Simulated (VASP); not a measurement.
# Sb: molecular dynamics with a thermostat

Sb, Im-3m (no. 229), 12 atoms in the cell. PBE, molecular dynamics; PAW potentials Sb (PBE set).

Ensemble: Nose-Hoover chain; Target temperature (K): 1600.

## Input

INCAR:
```
GGA = PE
PREC = Normal
ENCUT = 200
EDIFF = 1E-6
NELMIN = 4
NELM = 60
ALGO = Fast
LREAL = Auto
LASPH = True
ISMEAR = -1
SIGMA = 0.069
ISYM = 0
LWAVE = False
LCHARG = False
IBRION = 0
NSW = 60
POTIM = 4.0
TEBEG = 1600
ISIF = 2
RANDOM_SEED = 322055 0 0
MDALGO = 4
NHC_NCHAINS = 3
NHC_PERIOD = 30
KPAR = 2
```

KPOINTS:
```
k-points
0
Monkhorst-Pack
  2 2 2
```

POSCAR:
```
Sb
1.0
   -3.7426817726      3.7426817726      3.7426817726
    3.7426817726     -3.7426817726      3.7426817726
    5.6140226589      5.6140226589     -5.6140226589
Sb
12
Direct
    0.0000000000      0.0000000000      0.0000000000
    0.0000000000      0.0000000000      0.3333333333
    0.0000000000      0.0000000000      0.6666666667
    0.0000000000      0.5000000000      0.0000000000
    0.0000000000      0.5000000000      0.3333333333
    0.0000000000      0.5000000000      0.6666666667
    0.5000000000      0.0000000000      0.0000000000
    0.5000000000      0.0000000000      0.3333333333
    0.5000000000      0.0000000000      0.6666666667
    0.5000000000      0.5000000000      0.0000000000
    0.5000000000      0.5000000000      0.3333333333
    0.5000000000      0.5000000000      0.6666666667
```

Commands:
```
cat potpaw_PBE.64/Sb/POTCAR > POTCAR
mpirun -np 2 vasp_std > vasp.out
```

## Result

- Mean temperature (K): 1064
- Standard error of the mean temperature (K): 124
- Relative fluctuation of the kinetic energy: 0.253
- Canonical value of that fluctuation: 0.246
- Rise of the mean potential energy above the start (meV/atom): 99.7
- Electronic steps per ionic step after the first: 4.4

Course of the run:

| Time (fs) | Temperature (K) | Potential energy less the first (meV/atom) |
|---|---|---|
| 4 | 1600 | 0.0 |
| 24 | 1511 | 10.5 |
| 40 | 1315 | 34.3 |
| 60 | 987 | 74.9 |
| 76 | 781 | 102.1 |
| 96 | 674 | 120.1 |
| 112 | 688 | 124.8 |
| 132 | 794 | 124.0 |
| 148 | 941 | 119.2 |
| 168 | 1148 | 112.8 |
| 184 | 1249 | 114.2 |
| 204 | 1219 | 130.8 |
| 220 | 1127 | 149.3 |
| 240 | 1016 | 170.4 |

REPORT:
```
MDALGO =   4
           NHC_NCHAINS =   3
            NHC_PERIOD =    30
            NHC_NRESPA =    1
                NHC_NS =  1
               SCALING =       0
                 CNEXP =     9.000   14.000
           RANDOM_SEED =            322055                0                0

   original number of atomic DOF:         33
   number of independent constraints:      0
   number of active DOF:                  33

========================================
         MD step No.       1
========================================

  Atomic velocities initialized by STEP_tb

  >Nose-Hoover_chains
                       xs       vs(fs^-1)
   nhc_s>  -0.15127170E-10  -0.15125595E-10
   nhc_s>  -0.13889371E-03  -0.13889853E-03
   nhc_s>  -0.13888889E-03  -0.13886960E-03

  >Energies
                    E_tot             E_pot             E_kin               EPS                ES
   e_b>   -0.44672379E+02   -0.46947369E+02    0.22749896E+01    0.38296832E-04   -0.38300226E-04

  >Temperature
               T_sim     T_inst
   tmprt>   1600.000   1600.000

           RANDOM_SEED =            322055               72                0

[... steps left out ...]

========================================
         MD step No.      60
========================================

  >Nose-Hoover_chains
                       xs       vs(fs^-1)
   nhc_s>  -0.44477999E+00  -0.15869234E-02
   nhc_s>   0.14122059E+01   0.12768825E-01
   nhc_s>  -0.69562288E-01   0.19600826E-01

  >Energies
                    E_tot             E_pot             E_kin               EPS                ES
   e_b>   -0.44669938E+02   -0.44902127E+02    0.14450556E+01    0.62575295E+00   -0.18386187E+01

  >Temperature
               T_sim     T_inst
   tmprt>   1600.000   1016.307

           RANDOM_SEED =            322055               72                0
```

OSZICAR:
```
N       E                     dE             d eps       ncg     rms          rms(c)
DAV:   1     0.147790967016E+03    0.14779E+03   -0.11736E+04   296   0.593E+02
DAV:   2    -0.335943541579E+02   -0.18139E+03   -0.17661E+03   348   0.144E+02
DAV:   3    -0.466316148569E+02   -0.13037E+02   -0.12568E+02   360   0.375E+01
DAV:   4    -0.469508820821E+02   -0.31927E+00   -0.31724E+00   376   0.577E+00
DAV:   5    -0.469578091123E+02   -0.69270E-02   -0.69126E-02   363   0.730E-01    0.753E+00
RMM:   6    -0.469506866583E+02    0.71225E-02   -0.15367E-02   296   0.517E-01    0.441E+00
RMM:   7    -0.469468684511E+02    0.38182E-02   -0.35392E-02   296   0.777E-01    0.140E-01
RMM:   8    -0.469473077302E+02   -0.43928E-03   -0.23026E-03   297   0.235E-01    0.678E-02
RMM:   9    -0.469473554776E+02   -0.47747E-04   -0.33137E-04   305   0.762E-02    0.238E-02
RMM:  10    -0.469473702271E+02   -0.14750E-04   -0.60320E-05   308   0.277E-02    0.231E-02
RMM:  11    -0.469473662154E+02    0.40118E-05   -0.10653E-05   257   0.977E-03    0.955E-03
RMM:  12    -0.469473697663E+02   -0.35509E-05   -0.19466E-06   186   0.419E-03    0.691E-03
[... left out ...]
     58 T=  1054. E= -.44660765E+02 F= -.44992803E+02 E0= -.44943576E+02  EK= 0.15079E+01 SP= -.18E+01 SK= 0.64E+00
     59 T=  1033. E= -.44660743E+02 F= -.44944424E+02 E0= -.44896054E+02  EK= 0.14782E+01 SP= -.18E+01 SK= 0.63E+00
[... last step whole ...]
       N       E                     dE             d eps       ncg     rms          rms(c)
DAV:   1    -0.449021015231E+02    0.42322E-01   -0.22193E-02   592   0.152E+00    0.851E-03
RMM:   2    -0.449021234389E+02   -0.21916E-04   -0.24610E-04   296   0.668E-02    0.300E-03
RMM:   3    -0.449021267745E+02   -0.33356E-05   -0.36605E-05   305   0.240E-02    0.216E-03
RMM:   4    -0.449021274855E+02   -0.71103E-06   -0.85054E-06   263   0.927E-03
     60 T=  1016. E= -.44660704E+02 F= -.44902127E+02 E0= -.44854431E+02  EK= 0.14543E+01 SP= -.18E+01 SK= 0.63E+00
```

Limits: 240 fs of 12 atoms are too short for converged averages; the cell is only 5.3 Å across, so each atom moves in step with near copies of itself.

VASP 6.6.1 took 466 s on 2 cores (AMD EPYC 7R43 (Zen 3)), a shared host.
